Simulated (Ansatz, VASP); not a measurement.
This is a calculation of Si2W for Ansatz 0.2.0.

input.yaml

```yaml
crystal:
  lattice:
    - [-1.5851824729, 1.5851824729, 3.8620387842]
    - [1.5851824729, -1.5851824729, 3.8620387842]
    - [1.5851824729, 1.5851824729, -3.8620387842]
  atoms:
    - { symbol: W, position: [0.0, 0.0, 0.0] }
    - { symbol: Si, position: [0.6653, 0.6653, 0.0] }
    - { symbol: Si, position: [0.3347, 0.3347, 0.0] }
hamiltonian:
  xc: pbesol
  pseudopotentials: { kind: paw }
kpoints:
  mp_grid: { grid: [12, 12, 12] }
scf:
  occupations: { method: fermi_dirac, width: 0.05 }
output:
  forces: true
  stress: true
  eigenvalues: true
```

Potentials or basis: Ansatz PAW.

Command:

```bash
$ ansatz run input.yaml --threads 1 --pin off --max-ram 3584MiB --backend cpu --events-out ev --progress --plain --runs-dir out
```

Task: Translate it to VASP 6.6.1. Potentials there: VASP PAW PBE potentials, release 64 (W_sv, Si).

Result: As run (the cutoff follows the program's own potentials):

The input INCAR:

```
SYSTEM = Si2W
PREC = Accurate ; ENCUT = 520
EDIFF = 1E-7 ; ISMEAR = -1
SIGMA = 0.05 ; LREAL = .False.
LASPH = .True. ; NELM = 80
ALGO = Normal ; ISIF = 2
LWAVE = .False. ; LCHARG = .False.
GGA = PS ; NBANDS = 18
```

Contents of KPOINTS:

```
Automatic mesh
0
Gamma
  12 12 12
  0 0 0
```

Contents of POSCAR:

```
Si2W
1.0
   -1.5851824729      1.5851824729      3.8620387842
    1.5851824729     -1.5851824729      3.8620387842
    1.5851824729      1.5851824729     -3.8620387842
W Si
1 2
Direct
    0.0000000000      0.0000000000      0.0000000000
    0.6653000000      0.6653000000      0.0000000000
    0.3347000000      0.3347000000      0.0000000000
```

Potentials or basis: VASP PAW PBE potentials, release 64 (W_sv, Si).

Run with:

```sh
$ cat potpaw_PBE.64/W_sv/POTCAR potpaw_PBE.64/Si/POTCAR > POTCAR
$ mpirun -np 1 vasp_std > vasp.out
```

Both were run:

|  | VASP | Ansatz | Ansatz less VASP |
| --- | --- | --- | --- |
| gap on the k mesh at the Fermi level (eV) | none | none | - |
| pressure (GPa) | 8.6 | 8.2 | -0.41 |
| largest component of the traceless stress (GPa) | 1.32 | 1.35 | +0.037 |
| rms of the force components (eV/Å) | 0.066 | 0.064 | -0.0026 |

Atom by atom the forces differ by 0.003 eV/Å (rms over components). A gap of «none» marks a metal or a gap that the smearing closes.

Caveats: the PAW data sets were made with another functional, which shifts forces and pressure a little (VASP); the PAW data sets come from PBE, with cores solved anew for the run's functional, which leaves a small shift of forces and pressure (Ansatz). The runs have no spin-orbit coupling, so splittings on W are missing.
